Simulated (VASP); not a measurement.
# SnSe2 in VASP: one cell, several levels of theory

SnSe2 built on the CdI2 prototype is computed at one geometry. Runs: HSE06, PBE0. The results are then set beside those of Ansatz 0.2.0 for the same cell.

Code: VASP 6.6.1. PAW datasets, plane waves. No spin polarisation and no zero-point or thermal motion.

**1. The cell**

The cell comes from an earlier relaxation with r2SCAN+rVV10 in another program.

Space group P-3m1 (No. 164), trigonal; a = 3.825 Å, c = 6.227 Å in the conventional setting, 26.30 Å³ an atom. Near Sn stand 6 Se at 2.71 Å; near Se stand 3 Sn at 2.71 Å.

The structure in full:

```cif
data_structure
_symmetry_space_group_name_H-M 'P-3m1'
_symmetry_Int_Tables_number 164
_cell_length_a 3.8251
_cell_length_b 3.8251
_cell_length_c 6.2271
_cell_angle_alpha 90.000
_cell_angle_beta 90.000
_cell_angle_gamma 120.000
_cell_volume 78.91
loop_
_atom_site_label
_atom_site_type_symbol
_atom_site_symmetry_multiplicity
_atom_site_Wyckoff_symbol
_atom_site_fract_x
_atom_site_fract_y
_atom_site_fract_z
_atom_site_occupancy
Sn1 Sn 1 a 0.00000 0.00000 0.00000 1
Se1 Se 2 d 0.33333 0.66667 0.25308 1
```

**2. Single point with HSE06**

A PBE run in the same folder leaves the orbitals that the hybrid reads.

File INCAR (PBE start):

```
ENCUT = 520.000000
SIGMA = 0.010000
EDIFF = 1.00e-05
GGA = PE
PREC = Accurate
ISMEAR = 0
NBANDS = 20
NELM = 120
LASPH = .TRUE.
LCHARG = .FALSE.
LWAVE = .TRUE.
LREAL = .FALSE.
```

File INCAR:

```
AEXX = 0.250000
ENCUT = 520.000000
HFSCREEN = 0.207900
SIGMA = 0.010000
EDIFF = 1.00e-07
ALGO = Normal
GGA = PE
PREC = Accurate
PRECFOCK = Fast
IBRION = -1
ISIF = 2
ISMEAR = 0
ISTART = 1
NBANDS = 20
NELM = 120
NSW = 0
LASPH = .TRUE.
LCHARG = .FALSE.
LHFCALC = .TRUE.
LWAVE = .FALSE.
LREAL = .FALSE.
```

File KPOINTS:

```
KPOINTS created by Atomic Simulation Environment
0
Gamma
6 6 4
0 0 0
```

File KPOINTS_OPT:

```
special points
8
Reciprocal
0.0000000000 0.0000000000 0.0000000000 1
0.5000000000 0.0000000000 0.0000000000 1
0.3333333333 0.3333333333 0.0000000000 1
0.0000000000 0.0000000000 0.5000000000 1
0.5000000000 0.0000000000 0.5000000000 1
0.3333333333 0.3333333333 0.5000000000 1
0.0833333333 0.0833333333 0.0000000000 1
0.5000000000 0.0000000000 0.3500000000 1
```

File POSCAR:

```
Sn Se
 1.0000000000000000
     3.8251493340507654    0.0000000000000000   -0.0000000000000000
    -1.9125746670253827    3.3126764965570907   -0.0000000000000000
    -0.0000000000000000   -0.0000000000000000    6.2270788927462952
 Sn  Se
   1   2
Cartesian
  0.0000000000000000  0.0000000000000000 -0.0000000000000000
 -0.0000000000000001  2.2084509977047269  1.5759381138061268
  1.9125746670253825  1.1042254988523634  4.6511407789401682
```

The run uses the recommended PBE PAW datasets (26 valence electrons a neutral cell).

On the command line:

```console
$ mpirun -np 1 vasp_std
```

The files below are those of the last stage.

Printed to the terminal (iteration lines stand in OSZICAR):

```text
POSCAR found type information on POSCAR SnSe
 POSCAR found :  2 types and       3 ions
 LDA part: xc-table for (Slater+PW92), standard interpolation
 found WAVECAR, reading the header
 POSCAR, INCAR and KPOINTS ok, starting setup
 FFT: planning ... GRIDC
 FFT: planning ... GRID_SOFT
 FFT: planning ... GRID
 reading WAVECAR
 the WAVECAR file was read successfully
 initial charge from wavefunction
 entering main loop
 Start KPOINTS_OPT (optional k-point list driver)
k-point batch [1-8\8]
```

OSZICAR:

```text
N       E                     dE             d eps       ncg     rms          rms(c)
DAV:   1    -0.145334093706E+02   -0.14533E+02   -0.70339E-01   976   0.676E+00    0.207E+00
DAV:   2    -0.145421873963E+02   -0.87780E-02   -0.43276E-02  1044   0.118E+00    0.136E+00
DAV:   3    -0.145404377643E+02    0.17496E-02   -0.39090E-03  1356   0.405E-01    0.809E-01
DAV:   4    -0.145400106792E+02    0.42709E-03   -0.66228E-04  1172   0.173E-01    0.455E-01
DAV:   5    -0.145398559151E+02    0.15476E-03   -0.10240E-04  1128   0.877E-02    0.255E-01
DAV:   6    -0.145398020465E+02    0.53869E-04   -0.42478E-05  1092   0.511E-02    0.138E-01
DAV:   7    -0.145397871954E+02    0.14851E-04   -0.13569E-05  1124   0.252E-02    0.756E-02
DAV:   8    -0.145397833409E+02    0.38545E-05   -0.28299E-06  1132   0.121E-02    0.425E-02
DAV:   9    -0.145397825524E+02    0.78851E-06   -0.82930E-07  1116   0.695E-03    0.240E-02
DAV:  10    -0.145397826372E+02   -0.84830E-07   -0.28134E-07  1064   0.411E-03
   1 F= -.14539783E+02 E0= -.14539783E+02  d E =-.475804E-12
       N       E                     dE             ncg
DAV:   1     0.106321989495E+04   -0.48944E+04      332
DAV:   2    -0.715201234070E+03   -0.17784E+04      336
DAV:   3    -0.948336023044E+03   -0.23313E+03      376
DAV:   4    -0.960179188830E+03   -0.11843E+02      380
DAV:   5    -0.960499721509E+03   -0.32053E+00      416
DAV:   6    -0.960507594786E+03   -0.78733E-02      428
DAV:   7    -0.960507829642E+03   -0.23486E-03      456
DAV:   8    -0.960507833520E+03   -0.38779E-05      436
DAV:   9    -0.960507833614E+03   -0.94360E-07      308
```

The lines after F= are the extra pass for the points of KPOINTS_OPT, at fixed density; their E is not a total energy.

OUTCAR, selected sections:

```text
k-points           NKPTS =     24   k-points in BZ     NKDIM =    144   number of bands    NBANDS=     20

   NELECT =      26.0000    total number of electrons

   dimension x,y,z NGX =    28 NGY =   28 NGZ =   48
   dimension x,y,z NGXF=    56 NGYF=   56 NGZF=   96

  energy-cutoff  :      520.00
  volume of cell :       78.91
      direct lattice vectors                 reciprocal lattice vectors
     3.825149334  0.000000000  0.000000000     0.261427702  0.150935354  0.000000000
    -1.912574667  3.312676497  0.000000000     0.000000000  0.301870708  0.000000000
     0.000000000  0.000000000  6.227078893     0.000000000  0.000000000  0.160588940

 k-points in reciprocal lattice and weights: KPOINTS created by Atomic Simulation Env
   0.00000000  0.00000000  0.00000000       0.007
   0.16666667 -0.00000000  0.00000000       0.042
   0.33333333  0.00000000  0.00000000       0.042
   0.50000000 -0.00000000  0.00000000       0.021
   0.16666667  0.16666667  0.00000000       0.042
   0.33333333  0.16666667  0.00000000       0.083
   0.33333333  0.33333333  0.00000000       0.014
   0.00000000  0.00000000  0.25000000       0.014
[... 16 more k-points ...]

 E-fermi :   3.4090

 k-point     1 :       0.0000    0.0000    0.0000
  band No.  band energies     occupation
      1     -19.8921      2.00000
      2     -19.8921      2.00000
      3     -19.8388      2.00000
      4     -19.8290      2.00000
      5     -19.8290      2.00000
      6     -11.6857      2.00000
      7      -9.8887      2.00000
      8      -3.1967      2.00000
      9       2.7817      2.00000
     10       2.7817      2.00000
     11       3.0997      2.00000
     12       3.0997      2.00000
     13       3.2456      2.00000
     14       5.1576      0.00000
     15       7.2889      0.00000
     16       8.9900      0.00000
     17       8.9900      0.00000
     18      12.4081      0.00000
     19      13.3893      0.00000
     20      13.3893      0.00000

 k-point     2 :       0.1667   -0.0000    0.0000
  band No.  band energies     occupation
      1     -19.9054      2.00000
      2     -19.8848      2.00000
      3     -19.8359      2.00000
      4     -19.8297      2.00000
      5     -19.8261      2.00000
      6     -11.3927      2.00000
      7      -9.7062      2.00000
      8      -3.1287      2.00000
      9       0.6772      2.00000
     10       1.8408      2.00000
     11       1.9333      2.00000
     12       3.2750      2.00000
     13       3.3616      2.00000
     14       6.3928      0.00000
     15       7.9795      0.00000
     16       9.1209      0.00000
     17       9.4570      0.00000
     18      11.5737      0.00000
     19      12.6192      0.00000
     20      13.6912      0.00000

 k-point     3 :       0.3333    0.0000    0.0000
  band No.  band energies     occupation
      1     -19.9345      2.00000
      2     -19.8760      2.00000
      3     -19.8451      2.00000
      4     -19.8142      2.00000
      5     -19.8133      2.00000
      6     -10.6144      2.00000
      7      -9.3807      2.00000
      8      -3.5688      2.00000
      9      -0.9011      2.00000
     10       0.3513      2.00000
     11       1.0460      2.00000
     12       2.7600      2.00000
     13       3.2308      2.00000
     14       5.5891      0.00000
     15       8.2093      0.00000
     16       9.7667      0.00000
     17       9.9900      0.00000
     18      10.9050      0.00000
     19      13.4548      0.00000
     20      14.2242      0.00000

 k-point     4 :       0.5000   -0.0000    0.0000
  band No.  band energies     occupation
      1     -19.9495      2.00000
      2     -19.8742      2.00000
      3     -19.8496      2.00000
      4     -19.8057      2.00000
      5     -19.8048      2.00000
      6      -9.9461      2.00000
      7      -9.3934      2.00000
      8      -4.1999      2.00000
      9      -1.3144      2.00000
     10       0.2391      2.00000
     11       0.7082      2.00000
     12       2.1011      2.00000
     13       3.1201      2.00000
     14       5.1792      0.00000
     15       8.0106      0.00000
     16       9.6015      0.00000
     17       9.7014      0.00000
     18      11.3881      0.00000
     19      14.4156      0.00000
     20      15.1183      0.00000

[... the tables of k-points 5 to 24 left out ...]

  Total        0.0215079      0.0215079     -0.0320702      0.0000000      0.0000000      0.0000000
  in kB        0.4367135      0.4367135     -0.6511788      0.0000000      0.0000000      0.0000000
  external PRESSURE =       0.0740827 kB  Pullay stress =       0.0000000 kB

 POSITION                                       TOTAL-FORCE (eV/Angst)
 -----------------------------------------------------------------------------------
      0.00000      0.00000      0.00000         0.000000      0.000000      0.000000
      0.00000      2.20845      1.57594        -0.000000      0.000000     -0.237256
      1.91257      1.10423      4.65114         0.000000     -0.000000      0.237256
 -----------------------------------------------------------------------------------
    total drift:                                0.000000     -0.000000     -0.000001

  FREE ENERGIE OF THE ION-ELECTRON SYSTEM (eV)
  ---------------------------------------------------
  free  energy   TOTEN  =       -14.5397826372 eV

  energy  without entropy=      -14.5397826372  energy(sigma->0) =      -14.53978264
```

Hardware: 1 MPI rank of Intel Xeon 6975P-C, shared host.

The levels at the points of KPOINTS_OPT are read from vasprun.xml.

Levels at the named points, in eV from the top of band v (v: the last filled band by count, c: the next):

| point | v−1 | v | c | c+1 |
| --- | --- | --- | --- | --- |
| Γ | -0.29 | -0.14 | 1.77 | 3.90 |
| M | -1.28 | -0.26 | 1.79 | 4.63 |
| K | -1.66 | -1.66 | 1.97 | 7.42 |
| A | -0.12 | -0.12 | 3.25 | 3.83 |
| L | -0.88 | -0.68 | 1.40 | 5.03 |
| H | -0.43 | -0.43 | 3.16 | 5.44 |

Gap with HSE06: 1.34 eV, valence top at (0.08, 0.08, 0.00), conduction bottom at (0.50, 0.00, 0.35). Least direct gap: 1.89 eV. The pressure is 0.01 GPa, and the largest force is 0.237 eV/Å, on atom 2 (Se).

**3. PBE0**

A PBE run in the same folder leaves the orbitals that the hybrid reads.

INCAR (PBE start) is that of step 2.

INCAR, as its differences from that of step 2:

```diff
@@ -2,3 +2,2 @@
 ENCUT = 520.000000
-HFSCREEN = 0.207900
 SIGMA = 0.010000
@@ -21 +20,2 @@
 LREAL = .FALSE.
+HFRCUT = -1
```

KPOINTS is that of step 2.

KPOINTS_OPT is that of step 2.

POSCAR is that of step 2.

On the command line:

```console
$ mpirun -np 1 vasp_std
```

The files below are those of the last stage.

Standard output, without the iteration lines:

```text
POSCAR found type information on POSCAR SnSe
 POSCAR found :  2 types and       3 ions
 LDA part: xc-table for (Slater+PW92), standard interpolation
 found WAVECAR, reading the header
 POSCAR, INCAR and KPOINTS ok, starting setup
 FFT: planning ... GRIDC
 FFT: planning ... GRID_SOFT
 FFT: planning ... GRID
 HFRCUT set to (new)   13.9463927254574
 reading WAVECAR
 the WAVECAR file was read successfully
 initial charge from wavefunction
 entering main loop
 Start KPOINTS_OPT (optional k-point list driver)
k-point batch [1-8\8]
```

OSZICAR:

```text
N       E                     dE             d eps       ncg     rms          rms(c)
DAV:   1    -0.160353648443E+02   -0.16035E+02   -0.72471E-01   972   0.655E+00    0.200E+00
DAV:   2    -0.160499495034E+02   -0.14585E-01   -0.52763E-02  1032   0.127E+00    0.133E+00
DAV:   3    -0.160480473816E+02    0.19021E-02   -0.48683E-03  1364   0.479E-01    0.803E-01
DAV:   4    -0.160475657329E+02    0.48165E-03   -0.10333E-03  1168   0.199E-01    0.452E-01
DAV:   5    -0.160474103544E+02    0.15538E-03   -0.16463E-04  1108   0.972E-02    0.253E-01
DAV:   6    -0.160473458782E+02    0.64476E-04   -0.50848E-05  1092   0.605E-02    0.138E-01
DAV:   7    -0.160473282949E+02    0.17583E-04   -0.22469E-05  1104   0.319E-02    0.736E-02
DAV:   8    -0.160473239433E+02    0.43515E-05   -0.44443E-06  1132   0.137E-02    0.414E-02
DAV:   9    -0.160473228747E+02    0.10686E-05   -0.90414E-07  1152   0.714E-03    0.236E-02
DAV:  10    -0.160473228199E+02    0.54803E-07   -0.32510E-07  1068   0.444E-03
   1 F= -.16047323E+02 E0= -.16047323E+02  d E =-.454244E-14
       N       E                     dE             ncg
DAV:   1     0.103130727390E+04   -0.49263E+04      332
DAV:   2    -0.799050298065E+03   -0.18304E+04      344
DAV:   3    -0.103376384624E+04   -0.23471E+03      368
DAV:   4    -0.104450258929E+04   -0.10739E+02      388
DAV:   5    -0.104478877987E+04   -0.28619E+00      428
DAV:   6    -0.104479533236E+04   -0.65525E-02      420
DAV:   7    -0.104479555124E+04   -0.21888E-03      456
DAV:   8    -0.104479555529E+04   -0.40497E-05      428
DAV:   9    -0.104479555538E+04   -0.95153E-07      308
```

Parts of OUTCAR:

```text
k-points           NKPTS =     24   k-points in BZ     NKDIM =    144   number of bands    NBANDS=     20

   NELECT =      26.0000    total number of electrons

   dimension x,y,z NGX =    28 NGY =   28 NGZ =   48
   dimension x,y,z NGXF=    56 NGYF=   56 NGZF=   96

  energy-cutoff  :      520.00
  volume of cell :       78.91
      direct lattice vectors                 reciprocal lattice vectors
     3.825149334  0.000000000  0.000000000     0.261427702  0.150935354  0.000000000
    -1.912574667  3.312676497  0.000000000     0.000000000  0.301870708  0.000000000
     0.000000000  0.000000000  6.227078893     0.000000000  0.000000000  0.160588940

 k-points in reciprocal lattice and weights: KPOINTS created by Atomic Simulation Env
   0.00000000  0.00000000  0.00000000       0.007
   0.16666667 -0.00000000  0.00000000       0.042
   0.33333333  0.00000000  0.00000000       0.042
   0.50000000 -0.00000000  0.00000000       0.021
   0.16666667  0.16666667  0.00000000       0.042
   0.33333333  0.16666667  0.00000000       0.083
   0.33333333  0.33333333  0.00000000       0.014
   0.00000000  0.00000000  0.25000000       0.014
[... 16 more k-points ...]

 E-fermi :   3.0716

 k-point     1 :       0.0000    0.0000    0.0000
  band No.  band energies     occupation
      1     -20.3160      2.00000
      2     -20.3160      2.00000
      3     -20.2621      2.00000
      4     -20.2523      2.00000
      5     -20.2523      2.00000
      6     -12.1110      2.00000
      7     -10.3076      2.00000
      8      -3.6236      2.00000
      9       2.4226      2.00000
     10       2.4226      2.00000
     11       2.7500      2.00000
     12       2.7500      2.00000
     13       2.9024      2.00000
     14       5.4391      0.00000
     15       7.6223      0.00000
     16       9.3550      0.00000
     17       9.3550      0.00000
     18      12.7756      0.00000
     19      13.7682      0.00000
     20      13.7682      0.00000

 k-point     2 :       0.1667   -0.0000    0.0000
  band No.  band energies     occupation
      1     -20.3294      2.00000
      2     -20.3089      2.00000
      3     -20.2592      2.00000
      4     -20.2530      2.00000
      5     -20.2494      2.00000
      6     -11.8226      2.00000
      7     -10.1295      2.00000
      8      -3.5537      2.00000
      9       0.2906      2.00000
     10       1.4751      2.00000
     11       1.5652      2.00000
     12       2.9258      2.00000
     13       3.0184      2.00000
     14       6.7283      0.00000
     15       8.3135      0.00000
     16       9.4742      0.00000
     17       9.8253      0.00000
     18      11.9414      0.00000
     19      12.9843      0.00000
     20      14.0686      0.00000

 k-point     3 :       0.3333    0.0000    0.0000
  band No.  band energies     occupation
      1     -20.3586      2.00000
      2     -20.3000      2.00000
      3     -20.2685      2.00000
      4     -20.2376      2.00000
      5     -20.2367      2.00000
      6     -11.0401      2.00000
      7      -9.8022      2.00000
      8      -3.9965      2.00000
      9      -1.3135      2.00000
     10      -0.0530      2.00000
     11       0.6668      2.00000
     12       2.4034      2.00000
     13       2.8839      2.00000
     14       5.9290      0.00000
     15       8.5485      0.00000
     16      10.1373      0.00000
     17      10.3472      0.00000
     18      11.2856      0.00000
     19      13.8278      0.00000
     20      14.5925      0.00000

 k-point     4 :       0.5000   -0.0000    0.0000
  band No.  band energies     occupation
      1     -20.3734      2.00000
      2     -20.2982      2.00000
      3     -20.2730      2.00000
      4     -20.2291      2.00000
      5     -20.2282      2.00000
      6     -10.3667      2.00000
      7      -9.8122      2.00000
      8      -4.6307      2.00000
      9      -1.7294      2.00000
     10      -0.1635      2.00000
     11       0.3252      2.00000
     12       1.7269      2.00000
     13       2.7638      2.00000
     14       5.5123      0.00000
     15       8.3497      0.00000
     16       9.9546      0.00000
     17      10.0693      0.00000
     18      11.7768      0.00000
     19      14.7838      0.00000
     20      15.4947      0.00000

[... the tables of k-points 5 to 24 left out ...]

  Total       -0.0708478     -0.0708478     -0.1025460      0.0000000     -0.0000000      0.0000000
  in kB       -1.4385515     -1.4385515     -2.0821765      0.0000000     -0.0000000      0.0000000
  external PRESSURE =      -1.6530932 kB  Pullay stress =       0.0000000 kB

 POSITION                                       TOTAL-FORCE (eV/Angst)
 -----------------------------------------------------------------------------------
      0.00000      0.00000      0.00000        -0.000000      0.000000      0.000000
      0.00000      2.20845      1.57594         0.000000     -0.000000     -0.259332
      1.91257      1.10423      4.65114        -0.000000      0.000000      0.259332
 -----------------------------------------------------------------------------------
    total drift:                                0.000000      0.000000      0.000000

  FREE ENERGIE OF THE ION-ELECTRON SYSTEM (eV)
  ---------------------------------------------------
  free  energy   TOTEN  =       -16.0473228199 eV

  energy  without entropy=      -16.0473228199  energy(sigma->0) =      -16.04732282
```

Hardware: 1 MPI rank of Intel Xeon 6975P-C, shared host.

The levels at the points of KPOINTS_OPT are read from vasprun.xml.

Near the gap, in eV above the top of the last filled band v; c is the band after it:

| point | v−1 | v | c | c+1 |
| --- | --- | --- | --- | --- |
| Γ | -0.29 | -0.14 | 2.40 | 4.58 |
| M | -1.32 | -0.28 | 2.47 | 5.31 |
| K | -1.70 | -1.70 | 2.65 | 8.15 |
| A | -0.12 | -0.12 | 3.94 | 4.50 |
| L | -0.90 | -0.71 | 2.06 | 5.71 |
| H | -0.44 | -0.44 | 3.88 | 6.13 |

The PBE0 gap is 2.00 eV and indirect ((0.08, 0.08, 0.00) to (0.50, 0.00, 0.35)), with 2.54 eV as the least direct one. The pressure is -0.17 GPa, and the largest force is 0.259 eV/Å, on atom 2 (Se).

**4. What came out**

| level | gap (eV) | pressure (GPa) | largest force (eV/Å) | Ansatz: gap (eV) | Ansatz: pressure (GPa) | Ansatz: force (eV/Å) |
| --- | --- | --- | --- | --- | --- | --- |
| HSE06 | 1.34 | 0.01 | 0.237 | 1.34 | – | 0.222 |
| PBE0 | 2.00 | -0.17 | 0.259 | 1.99 | – | 0.245 |

In words: The gap runs from 1.34 eV (HSE06) to 2.00 eV (PBE0). Spin-orbit coupling is left out, though the cell holds Sn (Z = 50); in an element this heavy it can shift bands and gaps by tenths of an eV. Forces up to 0.26 eV/Å (PBE0) show atoms off their equilibrium places at that level; the least is 0.237 eV/Å (HSE06). The two programs agree on the gap within 0.02 eV, far less than the spread between functionals. Each program uses its own PAW datasets and cutoff. VASP's cell holds 26 valence electrons and Ansatz's 46.
